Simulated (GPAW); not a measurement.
# SnTe (Fm-3m) in GPAW: settings compared

Aim: see how the results for SnTe move with the level of theory and the settings. Levels: PBE, revPBE+D4. Tasks: band structure, equation of state.

Program: GPAW 26.7.0. These are calculated values, not measurements. Logs are shortened: lines on timing, memory, paths and dates and some standing lists are left out, and cuts for length are marked. The log counts tension as positive stress, the text compression.

**Experimental background.**

A printed reference work, textbook reports, for a bulk crystal of SnTe at 300 K: band gap 0.18 eV (direct).

The runs below are set against these values where they give the same quantity.

## Step 1: The crystal as given

Symmetry: Fm-3m, No. 225, cubic system. Conventional cell: a = 6.302 Å, b = 6.302 Å, c = 6.302 Å, α = 90.00°, β = 90.00°, γ = 90.00°. Te (site symmetry m-3m) has 6 Sn at 3.15 Å as nearest neighbours. Around Sn (site symmetry m-3m) lie 6 Te at 3.15 Å.

## Step 2: Band structure, PBE

Input file run.py:

```python
from ase import Atoms
from ase.dft.bandgap import bandgap
from ase.io import write
from gpaw import GPAW

atoms = Atoms(['Te', 'Sn'],
              cell=[[0.0, 3.15085, 3.15085],
                    [3.15085, 0.0, 3.15085],
                    [3.15085, 3.15085, 0.0]],
              scaled_positions=[[0.5, 0.5, 0.5],
                                [0.0, 0.0, 0.0]],
              pbc=True)

calc = GPAW(mode='lcao',
            h=0.16,
            basis='dzp',
            xc='PBE',
            kpts={'size': (6, 6, 6), 'gamma': True},
            occupations={'name': 'fermi-dirac', 'width': 0.05},
            convergence={'density': 1e-05, 'energy': 1e-05},
            maxiter=150,
            txt='gpaw.txt')
atoms.calc = calc
energy = atoms.get_potential_energy()
forces = atoms.get_forces()
calc.write('gs.gpw')
write('result.traj', atoms)
print(f'Energy: {energy:.6f} eV')
print('Forces (eV/A):')
print(forces.round(4))
print('Fermi level:', round(calc.get_fermi_level(), 4), 'eV')
print(f'Gap: {bandgap(calc)[0]:.4f} eV, direct: {bandgap(calc, direct=True)[0]:.4f} eV')

path = atoms.cell.bandpath('GXWKGLUWLK,UX', npoints=80, eps=1e-4)
bs_calc = calc.fixed_density(kpts=path, symmetry='off', txt='bands.txt')
bs = bs_calc.band_structure()
bs.write('bs.json')
print(f'Gap on the path: {bandgap(bs_calc)[0]:.4f} eV')
```

Potentials or basis: GPAW PAW data sets (gpaw-data 1.2.1), lcao:dzp.

The run is started by

```
OMP_NUM_THREADS=1 python run.py
```

gpaw.txt:

```text
__  _  _
 | _ |_)|_||  |
 |__||  | ||/\| - 26.7.0

Input parameters:
  mode=LCAO(),
  basis={'default': 'dzp'},
  convergence={'density': 1e-05, 'energy': 1e-05},
  h=0.16,
  kpts=MonkhorstPack(size=(6, 6, 6), gamma=True),
  maxiter=150,
  occupations=Occupations(name='fermi-dirac', width=0.05),
  xc=XC(name='PBE')

                 Te

       Sn

Atoms  # Å, Bohr magnetons
|   | symbol |        x |        y |        z |    initial magnetic moments |
|---|--------|----------|----------|----------|-----------------------------|
| 0 |     Te | 3.150850 | 3.150850 | 3.150850 | ( 0.0000,  0.0000,  0.0000) |
| 1 |     Sn | 0.000000 | 0.000000 | 0.000000 | ( 0.0000,  0.0000,  0.0000) |

Unit cell  # Å
| periodic |        x |        y |        z |  lengths |    angles |
|----------|----------|----------|----------|----------|-----------|
|      yes | 0.000000 | 3.150850 | 3.150850 | 4.455975 | 60.000000 |
|      yes | 3.150850 | 0.000000 | 3.150850 | 4.455975 | 60.000000 |
|      yes | 3.150850 | 3.150850 | 0.000000 | 4.455975 | 60.000000 |

Number of symmetries: 48
Symmetry operations  # r_c * U_cc + t_c -> r_c
|    | kind |            matrix            |
|----|------|------------------------------|
|  0 |  σ   |  1, 0, 0,  1, 0,-1,  1,-1, 0 |
|  1 |  C2  |  1, 0, 0,  1,-1, 0,  1, 0,-1 |
|  2 |  E   |  1, 0, 0,  0, 1, 0,  0, 0, 1 |
|  3 |  σ   |  1, 0, 0,  0, 0, 1,  0, 1, 0 |
|  4 |  C4  |  1, 0,-1,  1, 0, 0,  1,-1, 0 |
|  5 |  S6  |  1, 0,-1,  1,-1, 0,  1, 0, 0 |
|  6 |  σ   |  1, 0,-1,  0, 1,-1,  0, 0,-1 |
|  7 |  C3  |  1, 0,-1,  0, 0,-1,  0, 1,-1 |
|  8 |  S6  |  1,-1, 0,  1, 0, 0,  1, 0,-1 |
|  9 |  C4  |  1,-1, 0,  1, 0,-1,  1, 0, 0 |
| 10 |  C3  |  1,-1, 0,  0,-1, 1,  0,-1, 0 |
| 11 |  σ   |  1,-1, 0,  0,-1, 0,  0,-1, 1 |
| 12 |  σ   |  0, 1, 0,  1, 0, 0,  0, 0, 1 |
| 13 |  C4  |  0, 1, 0,  0, 1,-1, -1, 1, 0 |
| 14 |  C3  |  0, 1, 0,  0, 0, 1,  1, 0, 0 |
| 15 |  S6  |  0, 1, 0, -1, 1, 0,  0, 1,-1 |
| 16 |  C2  |  0, 1,-1,  1, 0,-1,  0, 0,-1 |
[... 17 lines left out ...]
| 34 |  S4  |  0,-1, 0,  0,-1, 1,  1,-1, 0 |
| 35 |  C2  |  0,-1, 0, -1, 0, 0,  0, 0,-1 |
| 36 |  C2  | -1, 1, 0,  0, 1, 0,  0, 1,-1 |
| 37 |  S6  | -1, 1, 0,  0, 1,-1,  0, 1, 0 |
| 38 |  S4  | -1, 1, 0, -1, 0, 1, -1, 0, 0 |
| 39 |  C3  | -1, 1, 0, -1, 0, 0, -1, 0, 1 |
| 40 |  S6  | -1, 0, 1,  0, 0, 1,  0,-1, 1 |
| 41 |  C2  | -1, 0, 1,  0,-1, 1,  0, 0, 1 |
| 42 |  C3  | -1, 0, 1, -1, 1, 0, -1, 0, 0 |
| 43 |  S4  | -1, 0, 1, -1, 0, 0, -1, 1, 0 |
| 44 |  C2  | -1, 0, 0,  0, 0,-1,  0,-1, 0 |
| 45 |  i   | -1, 0, 0,  0,-1, 0,  0, 0,-1 |
| 46 |  σ   | -1, 0, 0, -1, 1, 0, -1, 0, 1 |
| 47 |  C2  | -1, 0, 0, -1, 0, 1, -1, 1, 0 |

BZ-sampling:
  Number of BZ points: 216
  Number of IBZ points: 16

  Monkhorst-Pack size: [6, 6, 6]
  Monkhorst-Pack shift: [0.08333333333333333, 0.08333333333333333, 0.08333333333333333]

K-points  # in reciprocal-cell coordinates
|     |                                coordinates |     weight |
|-----|--------------------------------------------|------------|
|   0 | (  0.00000000,   0.00000000,   0.00000000) | 0.00462963 |
|   1 | (  0.16666667,   0.16666667,   0.00000000) | 0.02777778 |
|   2 | (  0.16666667,   0.16666667,   0.16666667) | 0.03703704 |
|   3 | (  0.33333333,   0.16666667,   0.16666667) | 0.05555556 |
|   4 | (  0.33333333,   0.33333333,  -0.33333333) | 0.05555556 |
|   5 | (  0.33333333,   0.33333333,   0.00000000) | 0.02777778 |
|   6 | (  0.33333333,   0.33333333,   0.16666667) | 0.11111111 |
|   7 | (  0.33333333,   0.33333333,   0.33333333) | 0.03703704 |
|   8 | (  0.50000000,   0.33333333,  -0.33333333) | 0.11111111 |
|   9 | (  0.50000000,   0.33333333,  -0.16666667) | 0.05555556 |
| ... |                                            |            |
|  15 | (  0.50000000,   0.50000000,   0.50000000) | 0.01851852 |

basis functions: 36
Spin-components: 1 (collinear spins)
Bands:           13
Projectors:      11
Spin-degeneracy: 2
Datatype:        <class 'complex'>

Density:
  Valence electrons: 20.0
  Components: 1
  Grid points: [24 24 24]
  Charge: 0.0  # |e|

Potential:
  Grid points: [24 24 24]

species:
  Te:
    name:    Tellurium
    Z:       52.0
    valence: 6
    core:    46
    charge:  0.0  # [|e|]
    compensation charges:
      type: gauss
      rc: 0.36  # [Å]
      lmax: 2
    cutoffs:
      filter: 2.09  # [Å]
      core: 3.17  # [Å]
    projectors
    | kind |    occ | energy [eV] | rcut [Å] |
    |------|--------|-------------|----------|
    |   5s |  2.000 |     -15.089 |    1.180 |
    |   5p |  4.000 |      -5.955 |    1.196 |
    |    s |        |      12.123 |    1.180 |
    |    p |        |      21.256 |    1.196 |
    |    d |        |       0.000 |    1.238 |

    LCAO basis set for Te:
[... 112 lines left out ...]
| 14 |  C3  |  0, 1, 0,  0, 0, 1,  1, 0, 0 |
| 15 |  S6  |  0, 1, 0, -1, 1, 0,  0, 1,-1 |
| 16 |  C2  |  0, 1,-1,  1, 0,-1,  0, 0,-1 |
[... 17 lines left out ...]
| 34 |  S4  |  0,-1, 0,  0,-1, 1,  1,-1, 0 |
[... 25 lines left out ...]
|   1 | (  0.16666667,   0.16666667,   0.00000000) | 0.02777778 |
|   2 | (  0.16666667,   0.16666667,   0.16666667) | 0.03703704 |
|   3 | (  0.33333333,   0.16666667,   0.16666667) | 0.05555556 |
|   4 | (  0.33333333,   0.33333333,  -0.33333333) | 0.05555556 |
|   5 | (  0.33333333,   0.33333333,   0.00000000) | 0.02777778 |
|   6 | (  0.33333333,   0.33333333,   0.16666667) | 0.11111111 |
|   7 | (  0.33333333,   0.33333333,   0.33333333) | 0.03703704 |
|   8 | (  0.50000000,   0.33333333,  -0.33333333) | 0.11111111 |
|   9 | (  0.50000000,   0.33333333,  -0.16666667) | 0.05555556 |
| ... |                                            |            |
|  15 | (  0.50000000,   0.50000000,   0.50000000) | 0.01851852 |

basis functions: 36
Spin-components: 1 (collinear spins)
Bands:           13
Projectors:      11
Spin-degeneracy: 2
Datatype:        <class 'complex'>

Density:
  Valence electrons: 20.0
  Components: 1
  Grid points: [24 24 24]
  Charge: 0.0  # |e|

Potential:
  Grid points: [24 24 24]

species:
  Te:
    name:    Tellurium
    Z:       52.0
    valence: 6
    core:    46
    charge:  0.0  # [|e|]
    compensation charges:
      type: gauss
      rc: 0.36  # [Å]
      lmax: 2
    cutoffs:
      filter: 2.09  # [Å]
      core: 3.17  # [Å]
    projectors
    | kind |    occ | energy [eV] | rcut [Å] |
    |------|--------|-------------|----------|
    |   5s |  2.000 |     -15.089 |    1.180 |
    |   5p |  4.000 |      -5.955 |    1.196 |
    |    s |        |      12.123 |    1.180 |
    |    p |        |      21.256 |    1.196 |
    |    d |        |       0.000 |    1.238 |

    LCAO basis set for Te:
      Name: dzp
      File: <dir>
      Number of radial functions: 5
      Number of spherical harmonics: 13
        l=0, rc=6.2500 Bohr: 5s-sz confined orbital
        l=1, rc=8.0156 Bohr: 5p-sz confined orbital
        l=0, rc=3.5469 Bohr: 5s-dz split-valence wave
        l=1, rc=4.6875 Bohr: 5p-dz split-valence wave
        l=2, rc=8.0156 Bohr: d-type Gaussian polarization
      Number of RI-basis functions 0

  Sn:
    name:    Tin
    Z:       50.0
    valence: 14
    core:    36
    charge:  0.0  # [|e|]
    compensation charges:
      type: gauss
      rc: 0.38  # [Å]
      lmax: 2
    cutoffs:
      filter: 2.23  # [Å]
      core: 2.35  # [Å]
    projectors
    | kind |    occ | energy [eV] | rcut [Å] |
    |------|--------|-------------|----------|
    |   5s |  2.000 |     -10.538 |    1.201 |
    |   5p |  2.000 |      -3.696 |    1.270 |
    |   4d | 10.000 |     -25.845 |    1.185 |
    |    s |        |      16.674 |    1.201 |
    |    p |        |      23.515 |    1.270 |
    |    d |        |       1.367 |    1.185 |

    LCAO basis set for Sn:
      Name: dzp
      File: <dir>
      Number of radial functions: 7
      Number of spherical harmonics: 23
        l=0, rc=7.1250 Bohr: 5s-sz confined orbital
        l=1, rc=9.5469 Bohr: 5p-sz confined orbital
        l=2, rc=4.0625 Bohr: 4d-sz confined orbital
        l=0, rc=4.1250 Bohr: 5s-dz split-valence wave
        l=1, rc=5.6719 Bohr: 5p-dz split-valence wave
        l=2, rc=2.5938 Bohr: 4d-dz split-valence wave
        l=2, rc=9.5469 Bohr: d-type Gaussian polarization
      Number of RI-basis functions 0

Reference energy: -352801.376741  # eV

eigensolver:
  <gpaw.new.lcao.eigensolver.LCAOEigensolver object>
density mixing:
  MSR1-Mixer
  Pratt-step length: 0.05
  Maximum mixing coefficient: 0.75
  Old densities: 10
  SVD Regularization: 0.005
  Good broyden scale: 1.0
  Trust region scale: 1.0
  Backstep threshold: 4.0
  History deletion threshold: 6.0
  Fourier metric: weight=20.0, sigma=0.015

occupation numbers:
  Fermi-Dirac:
    width: 0.0500  # eV

FastPoissonSolver using
    Stencil: 12*3+1=37 point O(h^6) finite-difference Laplacian
    FFT axes: [np.int64(0), np.int64(1), np.int64(2)]
    FST axes: []

xc functional:
  name: PBE with 2 nearest neighbor stencil
interpolation: tri-quintic # 5. degree polynomial

convergence criteria:
[... 6 lines left out ...]
|iter     | |      energy | eigst |  dens |
|---------|-|-------------|-------|-------|
|iter:   1| |   -7.269744 |      c|       |
|iter:   2| |   -7.262492 |      c| -1.59 |
|iter:   3| |   -7.219777 |      c| -1.61 |
|iter:   4| |   -7.218310 |      c| -2.22 |
|iter:   5| |   -7.218217 |      c| -2.79 |
|iter:   6| |   -7.218214c|      c| -3.51 |
|iter:   7| |   -7.218214c|      c| -4.00 |
|iter:   8| |   -7.218214c|      c| -5.37c|

Converged in 8 steps
Energy contributions relative to reference atoms: (reference = -352801.376741)

Energy contributions:
  Kinetic:          22.613888
  Coulomb:         -21.733874
  Zero:              0.081119
  External:          0.000000
  Xc:               -8.178048
  Entropy:          -0.002598
  Spinorbit:         0.000000
  ----------------------------
  Free energy:      -7.219513
  Extrapolated:     -7.218214

dipole moment: (-21.386150, -21.386150, -21.386150)  # |e|*Ang

Fermi level: 6.617
Eigenvalues  # (at kpt = [0.000, 0.000, 0.000])
| band index |      eig [eV] | occ [0-2] |
|------------|---------------|-----------|
|          0 |       -15.420 |     2.000 |
|        ... |               |           |
|          2 |       -15.411 |     2.000 |
|          3 |       -15.411 |     2.000 |
|          4 |       -15.410 |     2.000 |
|          5 |        -6.308 |     2.000 |
|          6 |         1.804 |     2.000 |
|          7 |         4.377 |     2.000 |
|          8 |         4.377 |     2.000 |
|          9 |         4.377 |     2.000 |
|         10 |         9.987 |     0.000 |
|         11 |         9.987 |     0.000 |
|         12 |         9.987 |     0.000 |

Gap: 0.038 eV
Transition (v -> c):
  (s=0, k=15, n=9, [0.50, 0.50, 0.50]) -> (s=0, k=15, n=10, [0.50, 0.50, 0.50])
No difference between direct/indirect transitions

Forces  # eV/Ang
|       x |        y |        z |
|---------|----------|----------|
| 0.00000 |  0.00000 | -0.00000 |  # Te   0
| 0.00000 | -0.00000 | -0.00000 |  # Sn   1

# Writing to gs.gpw (mode='')
```

Run time: 36 s. Hardware: 1 thread of Intel Xeon 6975P-C (Granite Rapids), shared host; peak memory 0.23 GiB.

What came out:

* Free energy: -7.2195 eV
* Band gap on the k mesh: 0.04 eV, direct
* Band gap along the path: 0.04 eV, direct

Levels at the corners of the path, in eV from the valence-band top:
```tsv
point	band 7	band 8	band 9	band 10	band 11	band 12
Γ	-4.80	-2.22	-2.22	-2.22	3.39	3.39
X	-6.58	-5.71	-3.85	-3.85	5.00	5.00
W	-7.48	-4.95	-4.95	-0.93	0.79	5.18
K	-7.54	-5.31	-3.36	-2.81	3.00	3.24
Γ	-4.80	-2.22	-2.22	-2.22	3.39	3.39
L	-8.46	-1.93	-1.93	0.00	0.04	0.30
U	-7.54	-5.31	-3.36	-2.81	3.00	3.24
W	-7.48	-4.95	-4.95	-0.93	0.79	5.18
L	-8.46	-1.93	-1.93	0.00	0.04	0.30
K	-7.54	-5.31	-3.36	-2.81	3.00	3.24
U	-7.54	-5.31	-3.36	-2.81	3.00	3.24
X	-6.58	-5.71	-3.85	-3.85	5.00	5.00
```

Caveat: the real-space grid adds noise to forces; spin-orbit coupling is left out, which moves the levels of the heavy elements; the basis of atomic orbitals isn't converged, which shifts pressures, moduli and gaps.

## Step 3: Equation of state, revPBE+D4

Input file run.py:

```python
from ase.calculators.mixing import SumCalculator
from ase.eos import EquationOfState
from ase.io import Trajectory
from ase.spacegroup import crystal
from ase.units import GPa
from dftd4.ase import DFTD4
from gpaw import GPAW, PW

# Te 4b
# Sn 4a
atoms = crystal(['Te', 'Sn'],
                basis=[[0.5, 0.0, 0.0],
                       [0.0, 0.0, 0.0]],
                spacegroup=225, setting=1,  # Fm-3m
                cellpar=[6.3017, 6.3017, 6.3017, 90.0, 90.0, 90.0],
                primitive_cell=True)

traj = Trajectory('eos.traj', 'w')
volumes, energies = [], []
for x in [0.94, 0.96, 0.98, 1.0, 1.02, 1.04, 1.06]:
    a = atoms.copy()
    a.set_cell(atoms.cell * x**(1 / 3), scale_atoms=True)
    calc = GPAW(mode=PW(600),
                xc='revPBE',
                kpts={'size': (6, 6, 6), 'gamma': True},
                occupations={'name': 'fermi-dirac', 'width': 0.05},
                nbands=19,
                convergence={'density': 1e-05, 'energy': 1e-05},
                maxiter=150,
                txt=f'eos-{x:.2f}.txt')
    a.calc = SumCalculator([calc, DFTD4(method='revpbe')])
    energies.append(a.get_potential_energy())
    volumes.append(a.get_volume())
    p = -a.get_stress()[:3].mean() / GPa
    calc.write(f'eos-{x:.2f}.gpw')
    traj.write(a)
    print(f'{x:.2f} {volumes[-1]:10.4f} A^3 {energies[-1]:14.6f} eV {p:9.3f} GPa', flush=True)

v0, e0, B = EquationOfState(volumes, energies, eos='birchmurnaghan').fit()
print(f'V0 = {v0:.4f} A^3, E0 = {e0:.6f} eV, B0 = {B / GPa:.2f} GPa')
```

Potentials or basis: the program's PAW data sets (release 1.2.1) made for this functional, pw.

The run is started by

```
OMP_NUM_THREADS=1 python run.py
```

It took 49 s on 1 thread of Intel Xeon 6975P-C (Granite Rapids), shared host; peak memory 0.23 GiB.

It converged, with:

```
Equilibrium volume                      : 30.95 Å³/atom
Bulk modulus                            : 46 GPa
Pressure derivative of the bulk modulus : 5.9 (rough: it moves with the points fitted)
```

Energy against volume, from the lowest point:
```
volume (Å³/atom)  energy (meV/atom)
          29.404              12.04
          30.030               3.82
          30.656               0.00
          31.281               0.05
          31.907               3.52
          32.532               9.97
          33.158              18.83
```

## Step 4: Band structure, PBE

Input file run.py:

```python
from ase.dft.bandgap import bandgap
from ase.io import read, write
from ase.units import GPa
from gpaw import GPAW, PW, setup_paths

setup_paths.insert(0, '.')

atoms = read('SnTe.xyz')

calc = GPAW(mode=PW(600),
            xc='PBE',
            kpts={'size': (6, 6, 6), 'gamma': True},
            occupations={'name': 'fermi-dirac', 'width': 0.05},
            nbands=19,
            convergence={'density': 1e-05, 'energy': 1e-05},
            maxiter=150,
            txt='gpaw.txt')
atoms.calc = calc
energy = atoms.get_potential_energy()
forces = atoms.get_forces()
stress = atoms.get_stress()
calc.write('gs.gpw')
write('result.traj', atoms)
print(f'Energy: {energy:.6f} eV')
print('Forces (eV/A):')
print(forces.round(4))
print('Stress (GPa):', (stress / GPa).round(3))
print('Fermi level:', round(calc.get_fermi_level(), 4), 'eV')
print(f'Gap: {bandgap(calc)[0]:.4f} eV, direct: {bandgap(calc, direct=True)[0]:.4f} eV')

path = atoms.cell.bandpath('GXWKGLUWLK,UX', npoints=100, eps=1e-4)
bs_calc = calc.fixed_density(kpts=path, symmetry='off', nbands=32,
                             convergence={'bands': 'CBM+6.0', 'eigenstates': 1e-6}, txt='bands.txt')
bs = bs_calc.band_structure()
bs.write('bs.json')
print(f'Gap on the path: {bandgap(bs_calc)[0]:.4f} eV')
```

Input file SnTe.xyz:

```xyz
2
Lattice="0.0000000000 3.1508500000 3.1508500000 3.1508500000 0.0000000000 3.1508500000 3.1508500000 3.1508500000 0.0000000000" Properties=species:S:1:pos:R:3 pbc="T T T"
Te     3.1508500000      3.1508500000      3.1508500000
Sn     0.0000000000      0.0000000000      0.0000000000
```

Potentials or basis: PAW data sets generated in the run's folder for this functional, pw.

The run is started by

```
gpaw-setup -f PBE Sn Te
OMP_NUM_THREADS=1 python run.py
```

It took 51 s on 1 thread of Intel Xeon 6975P-C (Granite Rapids), shared host; peak memory 0.34 GiB.

It converged, with:

```
Free energy             : -7.8107 eV
Pressure                : 2.0 GPa
Band gap on the k mesh  : 0.11 eV, direct
Band gap along the path : 0.10 eV, indirect (least direct gap 0.11 eV)
```

Levels at the corners of the path, in eV from the valence-band top:
| point | band 8 | band 9 | band 10 | band 11 | band 12 | band 13 |
| --- | --- | --- | --- | --- | --- | --- |
| Γ | -2.16 | -2.16 | -2.16 | 3.33 | 3.33 | 3.33 |
| X | -5.59 | -3.76 | -3.76 | 2.17 | 4.91 | 4.91 |
| W | -4.84 | -4.84 | -0.83 | 0.83 | 4.62 | 4.62 |
| K | -5.19 | -3.26 | -2.72 | 3.01 | 3.08 | 4.19 |
| Γ | -2.16 | -2.16 | -2.16 | 3.33 | 3.33 | 3.33 |
| L | -1.82 | -1.82 | 0.00 | 0.11 | 0.35 | 0.35 |
| U | -5.19 | -3.26 | -2.72 | 3.01 | 3.08 | 4.19 |
| W | -4.84 | -4.84 | -0.83 | 0.83 | 4.62 | 4.62 |
| L | -1.82 | -1.82 | 0.00 | 0.11 | 0.35 | 0.35 |
| K | -5.19 | -3.26 | -2.72 | 3.01 | 3.08 | 4.19 |
| U | -5.19 | -3.26 | -2.72 | 3.01 | 3.08 | 4.19 |
| X | -5.59 | -3.76 | -3.76 | 2.17 | 4.91 | 4.91 |

Caveat: spin-orbit coupling is left out, which moves the levels of the heavy elements.

## Step 5: For comparison

An earlier run on the cell as given: functional PBE; potentials or basis GPAW PAW data sets (gpaw-data 1.2.1); cutoff 600 eV; basis pw; k mesh 7 × 7 × 7; occupations fermi-dirac, width 0.05 eV; no spin polarisation.

- Pressure: 1.9 GPa

## Step 6: The runs side by side

| task | level | potentials or basis | k mesh | cutoff (eV) | band path | band points | grid spacing | gap on the mesh (eV) | pressure (GPa) |
| --- | --- | --- | --- | --- | --- | --- | --- | --- | --- |
| band structure | PBE | GPAW PAW data sets (gpaw-data 1.2.1), lcao:dzp | 6 × 6 × 6 | - | GXWKGLUWLK,UX | 80 | 0.16 Å | 0.04 | - |
| equation of state | revPBE+D4 | the program's PAW data sets (release 1.2.1) made for this functional, pw | 6 × 6 × 6 | 600 | - | - | - | - | - |
| band structure | PBE | PAW data sets generated in the run's folder for this functional, pw | 6 × 6 × 6 | 600 | GXWKGLUWLK,UX | 100 | - | 0.11 | 2.0 |
| single point | PBE | GPAW PAW data sets (gpaw-data 1.2.1), pw | 7 × 7 × 7 | 600 | - | - | - | - | 1.9 |

Alike in all rows: no spin polarisation; cell as given; smearing fermi-dirac 0.05 eV.

Caveats: spin-orbit coupling is left out, which moves the levels of the heavy elements (some runs); the real-space grid adds noise to forces (some runs); the basis of atomic orbitals isn't converged, which shifts pressures, moduli and gaps (some runs).

Absolute energies hang on the potentials; compare differences alone.

## Step 7: Against experiment

Step 2. Against the measured gap of SnTe, 0.18 eV (direct; 300 K; a printed reference work, textbook), the calculated 0.04 eV is off by -0.14 eV. Spin-orbit coupling on Sn, Te is left out. The value is that of PBE in an atomic basis (GPAW PAW data sets (gpaw-data 1.2.1), lcao:dzp), whose error adds to the functional's,, without temperature or zero-point motion. Semilocal functionals fall short of measured gaps as a rule.

Step 4. Measured gap of SnTe: 0.18 eV (direct; 300 K; a printed reference work, textbook). This calculation gives 0.10 eV (-0.08 eV). Spin-orbit coupling on Sn, Te is left out. The value is that of PBE, without temperature or zero-point motion. Semilocal functionals fall short of measured gaps as a rule.
